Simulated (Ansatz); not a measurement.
Level of theory: DFT PBE, scalar-relativistic, plane waves, PAW (Ansatz). Plane waves to 420 eV, a 22×22×22 mesh through Γ for the 2-atom cell and 0.10 eV Gaussian smearing; collinear spin.

Formation energies are uncorrected and count from the elements' standard states at the same level.

Question: Find a candidate cubic metal that holds Cu and 1 more element, with a formation energy near −0.39 eV/atom and about 10 Å³ per atom, in a cell of 2 atoms. Its symmetry should be Fm-3m (No. 225).

Answer: CuO, space group Fm-3m (No. 225). Cu has 6 O at 2.12 Å; O has 6 Cu at 2.12 Å.

```cif
data_structure
_symmetry_space_group_name_H-M 'P 1'
_symmetry_Int_Tables_number 1
_cell_length_a 3.0012
_cell_length_b 3.0012
_cell_length_c 3.0012
_cell_angle_alpha 60.000
_cell_angle_beta 60.000
_cell_angle_gamma 60.000
_cell_volume 19.11
loop_
_atom_site_label
_atom_site_type_symbol
_atom_site_fract_x
_atom_site_fract_y
_atom_site_fract_z
_atom_site_occupancy
Cu1 Cu 0.00000 0.00000 0.00000 1
O1 O 0.50000 0.50000 0.50000 1
```

* Volume per atom: 9.56 Å³
* Density: 6.91 g/cm³
* Formation energy: −0.39 eV/atom
* Gap on the 22×22×22 mesh of the 2-atom cell: 0 eV (a metal)
* Net moment per atom: 0.00 μB
* Moment by site: all under 0.1 μB

It was reached by relaxing an invented guess, and it needn't be the stable form of this composition. The answer needn't be unique; the calculation gave this one.

In such compounds of Cu a zero gap at this level may well be an artefact, since no Hubbard U is applied. A structure relaxed within its symmetry needn't be a true minimum. Site moments count only spheres around the atoms; the net moment includes the space between them.
